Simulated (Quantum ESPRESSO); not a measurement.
# HfC in Quantum ESPRESSO: the effect of functional

Crystal: HfC.

```
Hf C
1.0
     0.00000    2.32500    2.32500
     2.32500    0.00000    2.32500
     2.32500    2.32500    0.00000
Hf C
1 1
Direct
  0.50000 0.50000 0.50000
  0.00000 0.00000 0.00000
```

Alike in all runs:

- Program: Quantum ESPRESSO 7.5
- Task: phonons
- Cutoff: 612 eV
- Density cutoff: 4898 eV
- k mesh: 10 × 10 × 10
- Occupations: cold, width 0.2 eV
- Spin: no spin polarisation

Each run relaxes the cell or the atoms first.

| functional | potentials or basis | relaxed volume (Å³/atom) | highest phonon frequency (cm⁻¹) |
| --- | --- | --- | --- |
| LDA | GBRV 1.5 LDA | 11.99 | 464 |
| PBE | GBRV 1.5 PBE | ? | ? |
| PBEsol | GBRV 1.5 PBEsol | 12.25 | 451 |
| AM05 | GBRV 1.5 PBE | 12.22 | 458 |
| WC | GBRV 1.5 PBE | 12.31 | 447 |
| RPBE | GBRV 1.5 PBE | 12.77 | 407 |
| vdW-DF-cx | GBRV 1.5 PBE | 12.25 | 453 |

What does the run with functional PBE give?

Relaxed volume 12.59 Å³/atom; highest phonon frequency 421 cm⁻¹.

Caveats: the potentials were made for another functional, which shifts forces and pressure (some runs).
